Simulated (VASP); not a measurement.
# AlN in VASP 6.6.1, single-point calculation

INCAR

```
ENCUT = 520
MAGMOM = 2 2
IBRION = -1
LWAVE = .FALSE.
LASPH = .TRUE.
ISMEAR = -1
ISYM = 1
NBANDS = 11
LREAL = .FALSE.
ISPIN = 2
EDIFF = 1E-7
LCHARG = .FALSE.
NELM = 120
GGA = PE
PREC = Accurate
SIGMA = 0.02
NSW = 0
ISIF = 2
```

KPOINTS

```
KPOINTS created by Atomic Simulation Environment
0
Gamma
10 10 10
0 0 0
```

POSCAR

```
Al N
 1.0000000000000000
     0.0258415161000000    2.0188684453999999    2.0188684453999999
     2.0188684453999999    0.0258415161000000    2.0188684453999999
     2.0447099615000002    2.0447099615000002    0.0000000000000000
 Al  N
   1   1
Cartesian
  0.0000000000000000  0.0000000000000000  0.0000000000000000
  2.0447099614999997  2.0447099614999997  2.0188684453999999
```

The recommended PBE PAW datasets give the neutral cell 8 valence electrons.

Command

```
mpirun -np 1 vasp_std
```

OSZICAR

```
N       E                     dE             d eps       ncg     rms          rms(c)
DAV:   1     0.138381195600E+02    0.13838E+02   -0.40819E+03  7700   0.636E+02
DAV:   2    -0.123411107082E+02   -0.26179E+02   -0.24863E+02  9018   0.139E+02
DAV:   3    -0.130918539733E+02   -0.75074E+00   -0.74947E+00  9087   0.219E+01
DAV:   4    -0.130948473660E+02   -0.29934E-02   -0.29932E-02  8522   0.149E+00
DAV:   5    -0.130948734724E+02   -0.26106E-04   -0.26106E-04  8894   0.133E-01    0.150E+01
DAV:   6    -0.140547029836E+02   -0.95983E+00   -0.80949E+00  8178   0.154E+01    0.577E+00
DAV:   7    -0.144686755692E+02   -0.41397E+00   -0.22288E-01  8037   0.385E+00    0.279E+00
DAV:   8    -0.145295699746E+02   -0.60894E-01   -0.14081E-02  8289   0.107E+00    0.126E+00
DAV:   9    -0.145287061108E+02    0.86386E-03   -0.67984E-03  8094   0.771E-01    0.716E-01
DAV:  10    -0.145276327812E+02    0.10733E-02   -0.27316E-04  8370   0.161E-01    0.188E-01
DAV:  11    -0.145276145879E+02    0.18193E-04   -0.21048E-04  8305   0.947E-02    0.723E-02
DAV:  12    -0.145276330652E+02   -0.18477E-04   -0.17106E-05  8301   0.381E-02    0.292E-02
DAV:  13    -0.145276332761E+02   -0.21091E-06   -0.38306E-06  8553   0.131E-02    0.521E-03
DAV:  14    -0.145276331866E+02    0.89425E-07   -0.21131E-07  8280   0.375E-03
   1 F= -.14527633E+02 E0= -.14527633E+02  d E =-.876420E-11  mag=     0.0001
```

It converged. Results: pressure 6.2 GPa; magnetic moment of the cell 0.00 μB.

For comparison, a separate PBE run of the intended cell, on usual settings and not on those above, gives a gap of 4.26 eV on its mesh and a pressure of 6.2 GPa.

The run above took about 20 s on one core of a shared host (Intel Xeon 6975P-C) and held 0.17 GiB at most.
